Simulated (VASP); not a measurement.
# Cu in VASP: a series of runs

Runs on Cu. Level: PBE. Tasks: single point.

Program: VASP 6.6.1. These are calculated values, not measurements. Logs are shortened: lines on timing, memory, paths and dates and some standing lists are left out, and cuts for length are marked.

**1. The sheet as given**

The cell holds a sheet with vacuum, 2 atoms: a = 3.962 Å, b = 3.962 Å, c = 23.800 Å, α = 90.00°, β = 90.00°, γ = 120.00°.

The cell was built by a generator and needn't be a form met in nature.

**2. Single point, PBE**

File INCAR:

```
PREC = Accurate ; ENCUT = 520
EDIFF = 1E-6 ; ISMEAR = 0
SIGMA = 0.1 ; LREAL = False
LASPH = True ; NELM = 100
ALGO = Fast ; ISIF = 2
LWAVE = False ; LCHARG = False
LDIPOL = True ; IDIPOL = 3
DIPOL = 0.5 0.5 0.294 ; GGA = PE
NBANDS = 18
```

File KPOINTS:

```
Automatic mesh
0
Gamma
  18 18 1
```

File POSCAR:

```
Cu
1.0
    3.9624306439      0.0000000000      0.0000000000
   -1.9812153220      3.4315655984      0.0000000000
    0.0000000000      0.0000000000     23.8000000000
Cu
2
Direct
    0.6666666667      0.3333333333      0.2941176471
    0.3333333333      0.6666666667      0.2941176471
```

Potentials or basis: VASP PAW PBE potentials, release 64 (Cu).

Launch:

```
> cat potpaw_PBE.64/Cu/POTCAR > POTCAR
> mpirun -np 1 vasp_std > vasp.out
```

OUTCAR:

```text
PREC = Accurate
   ENCUT = 520
   EDIFF = 1E-6
   ISMEAR = 0
   LREAL = False
   LASPH = True
   NELM = 100
   ISIF = 2
   GGA = PE

 ion  position               nearest neighbor table
   1  0.667  0.333  0.294-   2 2.29   2 2.29   2 2.29
   2  0.333  0.667  0.294-   1 2.29   1 2.29   1 2.29

  LATTYP: Found a hexagonal cell.
 ALAT       =     3.9624306439
 C/A-ratio  =     6.0064142792

  Lattice vectors:

 A1 = (   3.9624306439,   0.0000000000,   0.0000000000)
 A2 = (  -1.9812153220,   3.4315655984,   0.0000000000)
 A3 = (   0.0000000000,   0.0000000000,  23.8000000000)

Analysis of symmetry for initial positions (statically):
=====================================================================
 Subroutine PRICEL returns:
 Original cell was already a primitive cell.

 Routine SETGRP: Setting up the symmetry group for a
 hexagonal supercell.

 Subroutine GETGRP returns: Found 24 space group operations
 (whereof 12 operations were pure point group operations)
 out of a pool of 24 trial point group operations.

The static configuration has the point symmetry C_6v.
 The point group associated with its full space group is D_6h.

Analysis of symmetry for dynamics (positions and initial velocities):
=====================================================================
 Subroutine PRICEL returns:
 Original cell was already a primitive cell.

 Routine SETGRP: Setting up the symmetry group for a
 hexagonal supercell.

 Subroutine GETGRP returns: Found 24 space group operations
 (whereof 12 operations were pure point group operations)
 out of a pool of 24 trial point group operations.

The dynamic configuration has the point symmetry C_6v.
 The point group associated with its full space group is D_6h.

 Subroutine INISYM returns: Found 24 space group operations
 (whereof 12 operations are pure point group operations),
 and found     1 'primitive' translations

----------------------------------------------------------------------------------------

                                     Primitive cell

  volume of cell :     323.6167

  direct lattice vectors                    reciprocal lattice vectors
     3.962430644  0.000000000  0.000000000     0.252370348  0.145706088  0.000000000
    -1.981215322  3.431565598  0.000000000     0.000000000  0.291412177  0.000000000
     0.000000000  0.000000000 23.800000000     0.000000000  0.000000000  0.042016807

  length of vectors
     3.962430644  3.962430644 23.800000000     0.291412177  0.291412177  0.042016807

  position of ions in fractional coordinates (direct lattice)
     0.666666667  0.333333333  0.294117647
[... 88 lines left out ...]
   PSTRESS=    0.0 pullay stress
   NELECT =      22.0000    total number of electrons
   NUPDOWN=      -1.0000    fix difference up-down
   EMIN   =  10.00;   EMAX   =-10.00  energy-range for DOS
   EFERMI =   0.00;   METHOD = LEGACY
   ISMEAR =     0;   SIGMA  =   0.10  broadening in eV -4-tet -1-fermi 0-gaus
   EFERMI_NEDOS =   21; number of points for ismear=-14 and -15
   IALGO  =     68    algorithm
   IMIX   =      4    mixing-type and parameters
     AMIX     =   0.40;   BMIX     =  1.00
     AMIX_MAG =   1.60;   BMIX_MAG =  1.00
  volume/ion in A,a.u.               =     161.81      1091.94
  Fermi-wavevector in a.u.,A,eV,Ry     =   0.668147  1.262615  6.073920  0.446421
  Thomas-Fermi vector in A             =   1.742970
   LORBIT       =      0    0 simple, 1 ext, 2 COOP (PROOUT), +10 PAW based schemes
   GGA     = PE    functional components
   LHFCALC =     F    Hartree Fock is set to
   AEXX    =    0.0000 exact exchange contribution
   IVDW    =     0    specifies the selected vdW correction
   LEPSILON=     F    determine dielectric tensor
   LRPA    =     F    only Hartree local field effects (RPA)
 non-spin polarized calculation
 RMM-DIIS sequential band-by-band and
 Gauss-broadening in eV      SIGMA  =   0.10
  energy-cutoff  :      520.00
  volume of cell :      323.62
 maximum number of plane-waves:      8807
 NGX is ok and might be reduce to    30
   NGX = 15   NGY = 15   NGZ = 89

 dipolmoment           0.000000      0.000000     -0.000041 electrons x Angstroem

 number of electron      22.0000006 magnetization

 dipolmoment           0.000000      0.000000      0.000006 electrons x Angstroem

 Free energy of the ion-electron system (eV)
  ---------------------------------------------------
  ext. energy  EPLUGINS =         0.00000000
  ---------------------------------------------------
  free energy    TOTEN  =        -4.63408307 eV

  energy without entropy =       -4.63028294  energy(sigma->0) =       -4.63218300

 E-fermi :  -3.9964     XC(G=0):  -1.6972

 val. band max:       -3.9975471965   @ k =   0.3889   0.2222   0.0000
 cond. band min:      -3.9846426142   @ k =   0.4444   0.1111   0.0000
 fundamental gap:      0.0129045823
 Fermi energy:        -3.9964065922

 k-point     1 :       0.0000    0.0000    0.0000
  band No.  band energies     occupation
      1      -8.6160      2.00000
      2      -6.2990      2.00000
      3      -6.2990      2.00000
      4      -6.0915      2.00000
      5      -6.0915      2.00000
      6      -6.0469      2.00000
[... 481 lines left out ...]
      5      -6.0402      2.00000
      6      -5.5069      2.00000
[... 10 lines left out ...]
     17       3.7075      0.00000
     18       3.7310      0.00000

 [... further k-points ...]

------------------------ aborting loop because EDIFF is reached ----------------------------------------

 vacuum level on the upper side and lower side of the slab       (xc-potential included)        -0.006        -0.006

  FORCE on cell =-STRESS in cart. coord.  units (eV):
  Direction    XX          YY          ZZ          XY          YZ          ZX
  --------------------------------------------------------------------------------------
  -------------------------------------------------------------------------------------
  Total        0.0834814      0.0834814     -0.0323880     -0.0000000     -0.0000000      0.0000000
  in kB        0.4133040      0.4133040     -0.1603480     -0.0000000     -0.0000000      0.0000000
  external PRESSURE =       0.2220867 kB  Pullay stress =       0.0000000 kB

 VOLUME and BASIS-vectors are now :
 -----------------------------------------------------------------------------
  energy-cutoff  :      520.00
  volume of cell :      323.62
      direct lattice vectors                 reciprocal lattice vectors
     3.962430644  0.000000000  0.000000000     0.252370348  0.145706088  0.000000000
    -1.981215322  3.431565598  0.000000000     0.000000000  0.291412177  0.000000000
     0.000000000  0.000000000 23.800000000     0.000000000  0.000000000  0.042016807

 POSITION                                       TOTAL-FORCE (eV/Angst)
 -----------------------------------------------------------------------------------
      1.98122      1.14386      7.00000        -0.000000     -0.000000      0.000000
     -0.00000      2.28771      7.00000         0.000000      0.000000     -0.000000
 -----------------------------------------------------------------------------------
    total drift:                                0.000000      0.000000     -0.000047

  FREE ENERGIE OF THE ION-ELECTRON SYSTEM (eV)
  ---------------------------------------------------
  free  energy   TOTEN  =        -4.6340830707 eV

  energy  without entropy=       -4.6302829393  energy(sigma->0) =       -4.63218300

 vacuum level on the upper side and lower side of the slab         0.910         0.910
```

OSZICAR:

```text
N       E                     dE             d eps       ncg     rms          rms(c)
DAV:   1     0.143398743867E+03    0.14340E+03   -0.68252E+03  1332   0.904E+02
DAV:   2    -0.163685142243E+01   -0.14504E+03   -0.13118E+03  1340   0.228E+02
DAV:   3    -0.540606240196E+01   -0.37692E+01   -0.37185E+01  1740   0.517E+01
[... 13 lines left out ...]
RMM:  17    -0.463404205904E+01   -0.66390E-04   -0.98956E-06  1643   0.398E-02    0.327E-03
RMM:  18    -0.463406894763E+01   -0.26889E-04   -0.52058E-06  1572   0.256E-02    0.263E-03
RMM:  19    -0.463407877757E+01   -0.98299E-05   -0.37836E-06  1574   0.334E-02    0.447E-03
RMM:  20    -0.463408252092E+01   -0.37434E-05   -0.16626E-06  1291   0.187E-02    0.141E-04
RMM:  21    -0.463408307068E+01   -0.54975E-06   -0.39417E-07  1193   0.752E-03
   1 F= -.46340831E+01 E0= -.46321830E+01  d E =-.380013E-02
```

stdout:

```text
POSCAR found type information on POSCAR Cu
 POSCAR found :  1 types and       2 ions
 scaLAPACK will be used
 LDA part: xc-table for (Slater+PW92), standard interpolation
 POSCAR, INCAR and KPOINTS ok, starting setup
 FFT: planning ... GRIDC
 FFT: planning ... GRID_SOFT
 FFT: planning ... GRID
 WAVECAR not read
 entering main loop
```

Run time: 3.2 min. Hardware: 1 thread of Intel Xeon 6975P-C (Granite Rapids), shared host; peak memory 0.49 GiB.

Results:

```yaml
Free_energy: -4.6341 eV
Band_gap_on_the_k_mesh: none (metal or under the smearing width)
```

**3. Single point, PBE**

This run uses another cell than the first one, of 161.02 Å³/atom, 0.995 times its volume.

File INCAR:

```
SYSTEM = Cu
PREC = Accurate ; ENCUT = 520
EDIFF = 1E-7 ; ISMEAR = 0
SIGMA = 0.1 ; LREAL = .False.
LASPH = .True. ; NELM = 100
ALGO = Fast ; ISIF = 2
LWAVE = .False. ; LCHARG = .False.
LDIPOL = .True. ; IDIPOL = 3
DIPOL = 0.5 0.5 0.294 ; GGA = PE
NBANDS = 18
```

File KPOINTS:

```
regular mesh
0
Gamma
  18 18 1
  0 0 0
```

File POSCAR:

```
Cu
1.0
    3.9527481269      0.0000000000      0.0000000000
   -1.9763740635      3.4231802927      0.0000000000
    0.0000000000      0.0000000000     23.8000000000
Cu
2
Direct
    0.6666666667      0.3333333333      0.2941176471
    0.3333333333      0.6666666667      0.2941176471
```

Potentials or basis: VASP PAW PBE potentials, release 64 (Cu).

Launch:

```
> cat potpaw_PBE.64/Cu/POTCAR > POTCAR
> mpirun -np 1 vasp_std > vasp.out
```

Wall time 4.1 min (1 thread of Intel Xeon 6975P-C (Granite Rapids), shared host); peak memory 0.49 GiB.

Results (log left out):

| Quantity | Value |
| --- | --- |
| Free energy | -4.6332 eV |
| Band gap on the k mesh | none (metal or under the smearing width) |

Levels at points of the mesh, in eV from the Fermi level:
| k point | band 9 | band 10 | band 11 | band 12 | band 13 | band 14 |
| --- | --- | --- | --- | --- | --- | --- |
| (0.00, 0.00, 0.00) | -1.14 | -1.14 | -1.07 | 1.38 | 4.60 | 5.06 |
| (0.50, 0.00, 0.00) | -1.02 | -0.99 | -0.48 | 0.03 | 4.39 | 4.62 |

**4. Single point, PBE**

This run uses another cell than the first one, of 161.02 Å³/atom, 0.995 times its volume.

File INCAR:

```
SYSTEM = Cu
  PREC = Accurate
  ENCUT = 520
  EDIFF = 1E-6
  ISMEAR = 0
  SIGMA = 0.1
  LREAL = .FALSE.
  LASPH = .TRUE.
  NELM = 100
  ALGO = Fast
  ISIF = 2
  LWAVE = .FALSE.
  LCHARG = .FALSE.
  LDIPOL = .TRUE.
  IDIPOL = 3
  DIPOL = 0.5 0.5 0.294
  GGA = PE
  NBANDS = 18
```

File KPOINTS:

```
Automatic mesh
0
G
  6 6 1
  0 0 0
```

POSCAR is that of step 3.

Launch:

```
> cat potpaw_PBE.64/Cu/POTCAR > POTCAR
> mpirun -np 1 vasp_std > vasp.out
```

It took 43 s on 1 thread of Intel Xeon 6975P-C (Granite Rapids), shared host; peak memory 0.39 GiB.

The run converged. Its results:

```yaml
Free_energy: -4.6481 eV
Band_gap_on_the_k_mesh: none (metal or under the smearing width)
```

Levels at points of the mesh, in eV from the Fermi level:
| k point | band 7 | band 8 | band 9 | band 10 | band 11 | band 12 | band 13 | band 14 | band 15 | band 16 |
| --- | --- | --- | --- | --- | --- | --- | --- | --- | --- | --- |
| (0.00, 0.00, 0.00) | -2.12 | -1.99 | -1.20 | -1.20 | -1.13 | 1.29 | 4.52 | 4.98 | 5.01 | 5.89 |
| (0.50, 0.00, 0.00) | -1.52 | -1.46 | -1.07 | -1.05 | -0.56 | -0.03 | 4.31 | 4.54 | 5.71 | 7.65 |

**5. Single point, PBE**

This run uses another cell than the first one, of 79.03 Å³/atom, 0.488 times its volume.

File INCAR:

```
SYSTEM = Cu
ALGO = Normal
DIPOL = 0.5 0.5 0.500
EDIFF = 1E-7
ENCUT = 520
GGA = PE
IDIPOL = 3
ISIF = 2
ISMEAR = 0
LASPH = .TRUE.
LCHARG = .FALSE.
LDIPOL = .TRUE.
LREAL = .FALSE.
LWAVE = .FALSE.
NBANDS = 18
NELM = 100
PREC = Accurate
SIGMA = 0.1
```

File KPOINTS:

```
k-points
0
G
  6 6 1
  0 0 0
```

File POSCAR:

```
Cu
1.0
    3.6105060000      0.0000000000      0.0000000000
   -1.8052530000      3.1267900000      0.0000000000
    0.0000000000      0.0000000000     14.0000000000
Cu
2
Direct
    0.6666666700      0.3333333300      0.5000000000
    0.3333333300      0.6666666700      0.5000000000
```

Launch:

```
> cat potpaw_PBE.64/Cu/POTCAR > POTCAR
> mpirun -np 1 vasp_std > vasp.out
```

Run time: 17 s. Hardware: 1 thread of Intel Xeon 6975P-C (Granite Rapids), shared host; peak memory 0.25 GiB.

It converged, with:

* Free energy: -4.1058 eV
* Band gap on the k mesh: none (metal or under the smearing width)

Levels at points of the mesh, in eV from the Fermi level:
```tsv
k point	band 7	band 8	band 9	band 10	band 11	band 12	band 13	band 14	band 15	band 16
(0.00, 0.00, 0.00)	-3.02	-2.94	-1.69	-1.69	-1.58	0.42	4.04	5.09	5.57	8.49
(0.50, 0.00, 0.00)	-2.16	-2.12	-1.44	-1.43	-1.13	-0.01	4.24	5.01	5.76	7.80
```

**6. Overview**

| cell | k mesh | gap on the mesh (eV) |
| --- | --- | --- |
| P6/mmm, 161.81 Å³/atom | 18 × 18 × 1 | none |
| P6/mmm, 161.02 Å³/atom | 18 × 18 × 1 | none |
| P6/mmm, 161.02 Å³/atom | 6 × 6 × 1 | none |
| P6/mmm, 79.03 Å³/atom | 6 × 6 × 1 | none |

Alike in all rows: task single point; level PBE; potentials or basis VASP PAW PBE potentials, release 64 (Cu); no spin polarisation; cutoff (eV) 520; smearing gaussian 0.1 eV.

Every run on the cell as given and a fine mesh finds a metal.

Total energies depend on the potentials used, so only differences within one code and one set of settings carry meaning.
